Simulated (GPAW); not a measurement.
**PbS (Galena): band structure with LDA**

PbS (Galena):

```xyz
2
Lattice="0.0000 2.9657 2.9657 2.9657 0.0000 2.9657 2.9657 2.9657 0.0000" Properties=species:S:1:pos:R:3 pbc="T T T"
Pb    0.0000    0.0000    0.0000
S     2.9657    2.9657    2.9657
```

```yaml
Program: GPAW 26.7.0
Task: band structure
Functional: LDA
Potentials_or_basis: JTH PAW 2.0, LDA
Cutoff: 600 eV
Basis: pw
k_mesh: 6 × 6 × 6
Occupations: fermi-dirac, width 0.05 eV
Spin: no spin polarisation
Maxiter: 150
Band_path: GXWKGLUWLK,UX
Band_points: 60
Data_set: Pb jth, S jth
```

```json
{
 "Pressure": "-2.7 GPa",
 "Band gap on the k mesh": "0.24 eV, direct",
 "Band gap along the path": "0.24 eV, direct"
}
```

Levels at the corners of the path, in eV from the valence-band top:
```csv
point,band 6,band 7,band 8,band 9,band 10,band 11,band 12,band 13,band 14
Γ,-13.56,-6.12,-2.13,-2.13,-2.13,5.09,5.09,5.09,6.69
X,-11.83,-7.31,-5.22,-3.43,-3.43,3.80,5.49,5.58,5.58
W,-11.78,-8.06,-4.44,-4.44,-0.98,2.07,4.59,4.59,8.07
K,-11.83,-8.09,-4.79,-2.92,-2.50,3.25,4.05,4.97,6.14
Γ,-13.56,-6.12,-2.13,-2.13,-2.13,5.09,5.09,5.09,6.69
L,-12.27,-8.94,-1.71,-1.71,0.00,0.24,1.86,1.86,8.54
U,-11.83,-8.09,-4.79,-2.92,-2.50,3.25,4.05,4.97,6.14
W,-11.78,-8.06,-4.44,-4.44,-0.98,2.07,4.59,4.59,8.07
L,-12.27,-8.94,-1.71,-1.71,0.00,0.24,1.86,1.86,8.54
K,-11.83,-8.09,-4.79,-2.92,-2.50,3.25,4.05,4.97,6.14
U,-11.83,-8.09,-4.79,-2.92,-2.50,3.25,4.05,4.97,6.14
X,-11.83,-7.31,-5.22,-3.43,-3.43,3.80,5.49,5.58,5.58
```

Run time: 49 s on 1 thread of Arm Neoverse V1, with other jobs on the host, peak memory 0.24 GiB.

Caveat: the program truncates these outside data sets; spin-orbit coupling is left out, which as a rule narrows the gap of such compounds by several tenths of an eV.
